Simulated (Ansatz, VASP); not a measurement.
## One calculation of EuO, two programs

```xyz
2
Lattice="0.0000 2.5720 2.5720 2.5720 0.0000 2.5720 2.5720 2.5720 0.0000" Properties=species:S:1:pos:R:3 pbc="T T T"
Eu    2.5720    2.5720    2.5720
O     0.0000    0.0000    0.0000
```

Alike in both runs: task single point; functional PBEsol; k mesh 6 × 6 × 6; occupations gaussian, width 0.05 eV; collinear spin; Hubbard terms Eu f U = 4.0 eV.

|  | VASP | Ansatz |
| --- | --- | --- |
| version | VASP 6.6.1 | Ansatz 0.2.0 |
| potentials or method | VASP PAW PBE potentials, release 64 (Eu, O) | scalar-relativistic, plane waves, PAW |
| plane-wave cutoff (eV) | 520 | 420 |
| valence electrons in the cell | 23 | 23 |

Ansatz gave:

- gap on the k mesh at the Fermi level (eV): none
- pressure (GPa): -4.8
- net moment per atom (μB): 3.50
- size of the moment on the site where the two differ most (μB): 6.72

Task: Which values does VASP return?

Result: gap on the k mesh at the Fermi level (eV): none; pressure (GPa): -5.5; net moment per atom (μB): 3.50; size of the moment on the site where the two differ most (μB): 6.70.

Site moments also hang on the region over which each program counts them. The programs project onto different local orbitals, so the same U acts differently. A gap of «none» marks a metal or a gap that the smearing closes. Ansatz warned: «filled_band_counts_differ_across_k_points».

Caveats: the PAW data sets were made with another functional, which shifts forces and pressure a little (VASP); spin-orbit coupling is left out, which moves the levels of the heavy elements; a cell with one magnetic atom can't hold antiferromagnetic order, which such compounds often take. The state reached can hang on the start; a lower one may exist.
